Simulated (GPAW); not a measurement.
Runs of GPAW 26.7.0 on Pd. Symmetry: Im-3m, No. 229, cubic system. The conventional cell has a = 3.145 Å, b = 3.145 Å, c = 3.145 Å, α = 90.00°, β = 90.00°, γ = 90.00°. Pd (site symmetry m-3m) has 8 Pd at 2.72 Å as nearest neighbours. This isn't the form of Pd at room conditions, which is fcc.

```csv
task,level,cell,smearing,optimizer,fmax,max steps,convergence,gap on the mesh (eV),pressure (GPa),relaxed volume (Å³/atom)
relaxation of cell and atoms,PBEsol+D4,relaxed,fermi-dirac 0.05 eV,BFGS,0.02 eV/Å,60,density=1e-05 forces=0.0001,none,0.0,(a)
electron localisation function,PBEsol+D4,as given,fermi-dirac 0.02 eV,-,-,-,-,none,-12.3,-
relaxation of cell and atoms,PBEsol+D3(BJ)+ATM,relaxed,fermi-dirac 0.05 eV,BFGS,0.02 eV/Å,60,density=1e-05 forces=0.0001,none,0.0,14.34
relaxation of cell and atoms,PBEsol+D3,relaxed,fermi-dirac 0.05 eV,BFGS,0.02 eV/Å,60,density=1e-05 forces=0.0001,none,0.0,14.28
```

Alike in all rows: potentials or basis PAW data sets generated in the run's folder for this functional, pw; no spin polarisation; k mesh 12 × 12 × 12; cutoff (eV) 600.

Problem. Fill in the values left out.

Solution. (a) 14.49.

Caveats: pairwise dispersion overbinds metals, which lowers pressure and volume; later steps reuse the first step's grids (some runs).

A k mesh can miss the band edges, and the runs leave out spin-orbit coupling on Pd.

A gap of «none» marks a metal or a gap under the smearing width.

Not every run made on this cell is shown here.
